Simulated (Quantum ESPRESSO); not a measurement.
# CoO (Fm-3m) in Quantum ESPRESSO: notebook, part 2 of 2

Quantum ESPRESSO 7.5. Earlier steps stand in the parts before.

**3. Band structure, r2SCAN, collinear spin, ferromagnetic start**

pw.in

```
&CONTROL
  calculation = 'scf'
  prefix = 'pwscf'
  outdir = './tmp'
  pseudo_dir = './pseudo'
  tprnfor = .true.
  disk_io = 'low'
/
&SYSTEM
  ibrav = 0
  nat = 2
  ntyp = 2
  ecutwfc = 88
  nbnd = 21
  input_dft = 'r2scan'
  occupations = 'smearing'
  smearing = 'fd'
  degauss = 0.00367493
  nspin = 2
  starting_magnetization(1) = 0.1176
  starting_magnetization(2) = 0
  nosym = .true.
/
&ELECTRONS
  conv_thr = 1d-08
  electron_maxstep = 120
  mixing_beta = 0.3
/
ATOMIC_SPECIES
Co    58.9332 Co_ONCV_PBE-1.2.upf
O     15.9990 O_ONCV_PBE-1.2.upf
CELL_PARAMETERS angstrom
   0.0000000000    2.1315000000    2.1315000000
   2.1315000000    0.0000000000    2.1315000000
   2.1315000000    2.1315000000    0.0000000000
ATOMIC_POSITIONS crystal
Co     0.0000000000    0.0000000000    0.0000000000
O      0.5000000000    0.5000000000    0.5000000000
K_POINTS automatic
8 8 8 0 0 0
```

bands.in

```
&CONTROL
  calculation = 'bands'
  prefix = 'pwscf'
  outdir = './tmp'
  pseudo_dir = './pseudo'
  disk_io = 'low'
  verbosity = 'high'
/
&SYSTEM
  ibrav = 0
  nat = 2
  ntyp = 2
  ecutwfc = 88
  nbnd = 21
  input_dft = 'r2scan'
  occupations = 'smearing'
  smearing = 'fd'
  degauss = 0.00367493
  nspin = 2
  starting_magnetization(1) = 0.1176
  starting_magnetization(2) = 0
  nosym = .true.
/
&ELECTRONS
  conv_thr = 1d-08
  electron_maxstep = 120
  mixing_beta = 0.3
  diago_full_acc = .true.
  startingwfc = 'random'
/
ATOMIC_SPECIES
Co    58.9332 Co_ONCV_PBE-1.2.upf
O     15.9990 O_ONCV_PBE-1.2.upf
CELL_PARAMETERS angstrom
   0.0000000000    2.1315000000    2.1315000000
   2.1315000000    0.0000000000    2.1315000000
   2.1315000000    2.1315000000    0.0000000000
ATOMIC_POSITIONS crystal
Co     0.0000000000    0.0000000000    0.0000000000
O      0.5000000000    0.5000000000    0.5000000000
K_POINTS crystal
60
 0.0000000000  0.0000000000  0.0000000000 1
 0.0625000000  0.0000000000  0.0625000000 1
 0.1250000000  0.0000000000  0.1250000000 1
 0.1875000000  0.0000000000  0.1875000000 1
 0.2500000000  0.0000000000  0.2500000000 1
 0.3125000000  0.0000000000  0.3125000000 1
 0.3750000000  0.0000000000  0.3750000000 1
 0.4375000000  0.0000000000  0.4375000000 1
 0.5000000000  0.0000000000  0.5000000000 1
 0.5000000000  0.0625000000  0.5625000000 1
 0.5000000000  0.1250000000  0.6250000000 1
 0.5000000000  0.1875000000  0.6875000000 1
 0.5000000000  0.2500000000  0.7500000000 1
 0.4375000000  0.3125000000  0.7500000000 1
 0.3750000000  0.3750000000  0.7500000000 1
 0.3375000000  0.3375000000  0.6750000000 1
 0.3000000000  0.3000000000  0.6000000000 1
 0.2625000000  0.2625000000  0.5250000000 1
 0.2250000000  0.2250000000  0.4500000000 1
 0.1875000000  0.1875000000  0.3750000000 1
 0.1500000000  0.1500000000  0.3000000000 1
 0.1125000000  0.1125000000  0.2250000000 1
 0.0750000000  0.0750000000  0.1500000000 1
 0.0375000000  0.0375000000  0.0750000000 1
 0.0000000000  0.0000000000  0.0000000000 1
 0.0625000000  0.0625000000  0.0625000000 1
 0.1250000000  0.1250000000  0.1250000000 1
 0.1875000000  0.1875000000  0.1875000000 1
 0.2500000000  0.2500000000  0.2500000000 1
 0.3125000000  0.3125000000  0.3125000000 1
 0.3750000000  0.3750000000  0.3750000000 1
 0.4375000000  0.4375000000  0.4375000000 1
 0.5000000000  0.5000000000  0.5000000000 1
 0.5250000000  0.4500000000  0.5250000000 1
 0.5500000000  0.4000000000  0.5500000000 1
 0.5750000000  0.3500000000  0.5750000000 1
 0.6000000000  0.3000000000  0.6000000000 1
 0.6250000000  0.2500000000  0.6250000000 1
 0.5833333333  0.2500000000  0.6666666667 1
 0.5416666667  0.2500000000  0.7083333333 1
 0.5000000000  0.2500000000  0.7500000000 1
 0.5000000000  0.2857142857  0.7142857143 1
 0.5000000000  0.3214285714  0.6785714286 1
 0.5000000000  0.3571428571  0.6428571429 1
 0.5000000000  0.3928571429  0.6071428571 1
 0.5000000000  0.4285714286  0.5714285714 1
 0.5000000000  0.4642857143  0.5357142857 1
 0.5000000000  0.5000000000  0.5000000000 1
 0.4821428571  0.4821428571  0.5357142857 1
 0.4642857143  0.4642857143  0.5714285714 1
 0.4464285714  0.4464285714  0.6071428571 1
 0.4285714286  0.4285714286  0.6428571429 1
 0.4107142857  0.4107142857  0.6785714286 1
 0.3928571429  0.3928571429  0.7142857143 1
 0.3750000000  0.3750000000  0.7500000000 1
 0.6250000000  0.2500000000  0.6250000000 1
 0.5937500000  0.1875000000  0.5937500000 1
 0.5625000000  0.1250000000  0.5625000000 1
 0.5312500000  0.0625000000  0.5312500000 1
 0.5000000000  0.0000000000  0.5000000000 1
```

Potentials or basis: SG15 PBE 1.2.

On the command line:

```
> OMP_NUM_THREADS=1 mpirun -n 4 pw.x -nk 4 -in pw.in > pw.out
> OMP_NUM_THREADS=1 mpirun -n 4 pw.x -nk 4 -in bands.in > bands.out
```

pw.out:

```text
This program is part of the open-source Quantum ESPRESSO suite
     for quantum simulation of materials; please cite
         "P. Giannozzi et al., J. Phys.:Condens. Matter 21 395502 (2009);
         "P. Giannozzi et al., J. Phys.:Condens. Matter 29 465901 (2017);
         "P. Giannozzi et al., J. Chem. Phys. 152 154105 (2020);
     in publications or presentations arising from this work. More details at

     IMPORTANT: XC functional enforced from input :
     Exchange-correlation= R2SCAN
                           (   0   0   0   0   0 497 498)
     Any further DFT definition will be discarded
     Please, verify this is what you really want

     K-points division:     npool     =       4
     Subspace diagonalization in iterative solution of the eigenvalue problem:
     a serial algorithm will be used

     G-vector sticks info
     --------------------
     sticks:   dense  smooth     PW     G-vecs:    dense   smooth      PW
     Sum         769     769    253                14361    14361    2637

     Using Slab Decomposition

     bravais-lattice index     =            0
     lattice parameter (alat)  =       5.6964  a.u.
     unit-cell volume          =     130.7021 (a.u.)^3
     number of atoms/cell      =            2
     number of atomic types    =            2
     number of electrons       =        23.00
     number of Kohn-Sham states=           21
     kinetic-energy cutoff     =      88.0000  Ry
     charge density cutoff     =     352.0000  Ry
     scf convergence threshold =      1.0E-08
     mixing beta               =       0.3000
     number of iterations used =            8  plain     mixing
     Exchange-correlation= R2SCAN
                           (   0   0   0   0   0 497 498)

     celldm(1)=   5.696383  celldm(2)=   0.000000  celldm(3)=   0.000000
[... 59 lines left out ...]
      QE if you need to modify them or to check their
      default values.

     WARNING: libxc functional with ID  498 depends
      on external parameters: check the user_guide of
      QE if you need to modify them or to check their
      default values.
     Generating pointlists ...
     new r_m :   0.2917 (alat units)  1.6615 (a.u.) for type    1
     new r_m :   0.2917 (alat units)  1.6615 (a.u.) for type    2

     Initial potential from superposition of free atoms

     starting charge      22.9616, renormalised to      23.0000
     Starting wfcs are random

     Self-consistent Calculation

     iteration #  1     ecut=    88.00 Ry     beta= 0.30
     Davidson diagonalization with overlap
     ethr =  1.00E-02,  avg # of iterations =  9.1

     total energy              =    -302.80831969 Ry
     estimated scf accuracy    <      21.21067563 Ry
[... 214 lines left out ...]
     iteration # 23     ecut=    88.00 Ry     beta= 0.30
     Davidson diagonalization with overlap
     ethr =  9.94E-11,  avg # of iterations =  1.0

     Magnetic moment per site  (integrated on atomic sphere of radius R)
     atom   1 (R=0.292)  charge= 14.6104  magn=  2.6200
     atom   2 (R=0.292)  charge=  5.8316  magn=  0.3088

     End of self-consistent calculation

     Number of k-points >= 100: set verbosity='high' to print the bands.

     the Fermi energy is    14.5333 ev

!    total energy              =    -302.94576345 Ry
     estimated scf accuracy    <          5.4E-09 Ry
     smearing contrib. (-TS)   =      -0.00251642 Ry
     internal energy E=F+TS    =    -302.94324702 Ry

     The total energy is F=E-TS. E is the sum of the following terms:
     one-electron contribution =    -135.26393682 Ry
     hartree contribution      =      79.68422600 Ry
     xc contribution           =     -34.80067448 Ry
     ewald contribution        =    -212.56286172 Ry

     total magnetization       =     3.00 Bohr mag/cell
     absolute magnetization    =     3.05 Bohr mag/cell

     convergence has been achieved in  23 iterations

     Forces acting on atoms (cartesian axes, Ry/au):

     atom    1 type  1   force =    -0.00000000    0.00000000    0.00000001
     atom    2 type  2   force =     0.00000000   -0.00000000   -0.00000001

     Total force =     0.000000     Total SCF correction =     0.000000
     SCF correction compared to forces is large: reduce conv_thr to get better values

=------------------------------------------------------------------------------=
   JOB DONE.
=------------------------------------------------------------------------------=
```

bands.out:

```text
This program is part of the open-source Quantum ESPRESSO suite
     for quantum simulation of materials; please cite
         "P. Giannozzi et al., J. Phys.:Condens. Matter 21 395502 (2009);
         "P. Giannozzi et al., J. Phys.:Condens. Matter 29 465901 (2017);
         "P. Giannozzi et al., J. Chem. Phys. 152 154105 (2020);
[... 1035 lines left out ...]
   -83.3768 -44.7619 -44.7396 -44.7396  -5.0660   7.9864  10.6075  10.6075
    12.3374  14.6359  14.6360  16.1525  16.5784  21.7551  25.8592  27.5044
    32.0554  32.0554  43.4004  46.3747  46.9825

=------------------------------------------------------------------------------=
   JOB DONE.
=------------------------------------------------------------------------------=
```

Run time: 6 min. Hardware: 4 MPI ranks of Intel Xeon 6975P-C (Granite Rapids), shared host; peak memory 0.68 GiB.

What came out:

```
Free energy                                           : -4121.7871 eV
Band gap on the k mesh                                : none (metal or under the smearing width)
Net moment                                            : 3.00 μB per cell
Absolute moment                                       : 3.05 μB per cell
Site moments                                          : Co +2.62; O +0.31 μB
Valence electrons inside the program's atomic spheres : Co 14.61; O 5.83
```

Levels at the corners of the path, in eV from the Fermi level:
Spin up:
```
point  band 10  band 11  band 12  band 13  band 14  band 15  band 16  band 17
    Γ    -3.95    -3.32    -3.32    -3.32     1.27    17.58    18.69    18.69
    X    -4.13    -3.64    -3.04    -3.04     6.37    10.56    12.00    16.70
    W    -3.08    -3.08    -3.04    -2.16     8.66    10.62    10.62    13.43
    K    -3.15    -2.96    -2.82    -2.06     7.98    10.22    10.49    15.96
    Γ    -3.95    -3.32    -3.32    -3.32     1.27    17.58    18.69    18.69
    L    -3.33    -2.62    -0.56    -0.56     5.55     9.97    14.21    14.21
    U    -3.15    -2.96    -2.82    -2.06     7.98    10.22    10.49    15.96
    W    -3.08    -3.08    -3.04    -2.16     8.66    10.62    10.62    13.43
    L    -3.33    -2.62    -0.56    -0.56     5.55     9.97    14.21    14.21
    K    -3.15    -2.96    -2.82    -2.06     7.98    10.22    10.49    15.96
    U    -3.15    -2.96    -2.82    -2.06     7.98    10.22    10.49    15.96
    X    -4.13    -3.64    -3.04    -3.04     6.37    10.56    12.00    16.70
```
Spin down:
| point | band 6 | band 7 | band 8 | band 9 | band 10 | band 11 | band 12 | band 13 | band 14 | band 15 |
| --- | --- | --- | --- | --- | --- | --- | --- | --- | --- | --- |
| Γ | -2.61 | -2.61 | -2.61 | -1.11 | -1.11 | -1.11 | 1.11 | 1.11 | 1.94 | 17.77 |
| X | -6.55 | -3.93 | -3.93 | -2.20 | 0.10 | 0.10 | 1.62 | 2.05 | 7.22 | 11.33 |
| W | -5.73 | -5.73 | -5.04 | -0.37 | -0.37 | 0.10 | 1.95 | 2.64 | 9.70 | 11.41 |
| K | -6.15 | -5.75 | -4.29 | -0.98 | -0.05 | 0.14 | 2.17 | 2.62 | 8.82 | 11.09 |
| Γ | -2.61 | -2.61 | -2.61 | -1.11 | -1.11 | -1.11 | 1.11 | 1.11 | 1.94 | 17.77 |
| L | -7.76 | -4.56 | -4.56 | -0.10 | -0.10 | 0.19 | 3.69 | 3.69 | 5.93 | 11.07 |
| U | -6.15 | -5.75 | -4.29 | -0.98 | -0.05 | 0.14 | 2.17 | 2.62 | 8.82 | 11.09 |
| W | -5.73 | -5.73 | -5.04 | -0.37 | -0.37 | 0.10 | 1.95 | 2.64 | 9.70 | 11.41 |
| L | -7.76 | -4.56 | -4.56 | -0.10 | -0.10 | 0.19 | 3.69 | 3.69 | 5.93 | 11.07 |
| K | -6.15 | -5.75 | -4.29 | -0.98 | -0.05 | 0.14 | 2.17 | 2.62 | 8.82 | 11.09 |
| U | -6.15 | -5.75 | -4.29 | -0.98 | -0.05 | 0.14 | 2.17 | 2.62 | 8.82 | 11.09 |
| X | -6.55 | -3.93 | -3.93 | -2.20 | 0.10 | 0.10 | 1.62 | 2.05 | 7.22 | 11.33 |

Caveat: the k mesh is coarse; a cell with one magnetic atom can't hold antiferromagnetic order, which such compounds often take; semilocal functionals often make such compounds metallic where correlation or magnetic order opens a gap, which also shifts bond lengths.
